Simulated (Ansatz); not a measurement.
Crystal: Au.

```
CELL_PARAMETERS angstrom
0.00000 2.03500 2.03500
2.03500 0.00000 2.03500
2.03500 2.03500 0.00000
ATOMIC_POSITIONS crystal
Au 0.00000 0.00000 0.00000
```

```yaml
Program: Ansatz 0.2.0
Task: relaxation of cell and atoms
Functional: SVWN5
Potentials_or_basis: Ansatz PAW
Cutoff: "420 eV (not typed: the program's choice for these potentials)"
k_mesh: 11 × 11 × 11
Occupations: fermi-dirac, width 0.05 eV
Spin: no spin polarisation
```

At the start: volume 16.85 Å³/atom.

Q: Where does the relaxation end?

A: It ends after 4 steps and the volume is 16.57 Å³/atom (-1.7 %); space group Fm-3m (No. 225, to 0.05 Å).

The path:
```tsv
step	energy change (eV)	largest force (eV/Å)	volume (Å³)
1	0.0000	0.0000	16.85
2	-0.0030	0.0000	16.59
3	-0.0030	0.0000	16.57
4	-0.0029	0.0000	16.57
```

Final structure:
```cif
data_structure
_symmetry_space_group_name_H-M 'P 1'
_symmetry_Int_Tables_number 1
_cell_length_a 2.8613
_cell_length_b 2.8613
_cell_length_c 2.8613
_cell_angle_alpha 60.000
_cell_angle_beta 60.000
_cell_angle_gamma 60.000
_cell_volume 16.57
loop_
_atom_site_label
_atom_site_type_symbol
_atom_site_fract_x
_atom_site_fract_y
_atom_site_fract_z
_atom_site_occupancy
Au1 Au 0.00000 0.00000 0.00000 1
```

Caveat: the plane-wave basis is chosen anew once the cell has moved, so the energies of steps on either side of that aren't comparable; the PAW data sets come from PBE, with cores solved anew for the run's functional, which leaves a small shift of forces and pressure.
